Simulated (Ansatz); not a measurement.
Runs of Ansatz 0.2.0 on Si. Symmetry: Fd-3m, No. 227, cubic system. Conventional cell: a = 5.444 Å, b = 5.444 Å, c = 5.444 Å, α = 90.00°, β = 90.00°, γ = 90.00°. Si (site symmetry -43m) has 4 Si at 2.36 Å as nearest neighbours. 

| share of exact exchange | gap on the mesh (eV) | pressure (GPa) |
| --- | --- | --- |
| 0.3 | (b) | 0.1 |
| 0.15 | 1.08 | 1.0 |
| 0.05 | (c) | 1.6 |
| 0.2 | (a) | 0.7 |
| 0.25 | 1.34 | 0.4 |

Alike in all rows: task single point; level HSE06 form with a typed share of exact exchange; potentials or basis Ansatz PAW; no spin polarisation; cell as given; k mesh 4 × 4 × 4; cutoff (eV) 420; smearing fermi-dirac 0.05 eV; the mesh is coarse, so values aren't converged.

Fill in the values left out.

(a) 1.21; (b) 1.48; (c) 0.83.

Caveats: all runs use coarse meshes; the PAW data sets come from PBE, with cores solved anew for the run's functional, which leaves a small shift of forces and pressure; the thresholds are loose for stress.

A k mesh can miss the band edges.
